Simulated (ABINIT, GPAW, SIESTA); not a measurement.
# SiGe: 3 runs at one level of theory

```
CELL_PARAMETERS angstrom
3.90445 0.00000 0.00000
-1.95223 3.38135 0.00000
0.00000 0.00000 6.45078
ATOMIC_POSITIONS crystal
Ge 0.33333 0.66667 0.00039
Ge 0.66667 0.33333 0.50039
Si 0.33333 0.66667 0.37461
Si 0.66667 0.33333 0.87461
```

The cell comes from a database or a generator and needn't be the stable form of this composition.

Alike in all runs: task single point; functional PBEsol; k mesh 8 × 8 × 4; occupations fermi-dirac, width 0.05 eV; no spin polarisation; no spin-orbit coupling. Pressure is positive in compression and, in plane waves, holds the error of the finite cutoff.

```tsv
program and potentials	plane-wave cutoff (eV)	notes	pressure (GPa)
GPAW, PAW data sets generated for this functional	600	4 valence electrons an atom on average	0.38
SIESTA, files PseudoDojo sr-pbesol-0.4.1-standard, DZP (energy shift 0.003 Ry; two zetas on semicore shells)	-	atomic basis; 9 valence electrons an atom on average	0.84
ABINIT, PseudoDojo NC SR PBEsol v0.4.1 standard	1061	9 valence electrons an atom on average	-0.31
```

The pressure spans -0.31 (ABINIT, PseudoDojo NC SR PBEsol v0.4.1 standard) to 0.84 GPa (SIESTA, files PseudoDojo sr-pbesol-0.4.1-standard, DZP (energy shift 0.003 Ry; two zetas on semicore shells)). Rows in atomic bases carry the error of their basis and grid, which can be large.

Differences between rows come from potentials, basis sets and numerical settings, since the functional is the same but for its coding. Runs on potential files found faulty are left out.
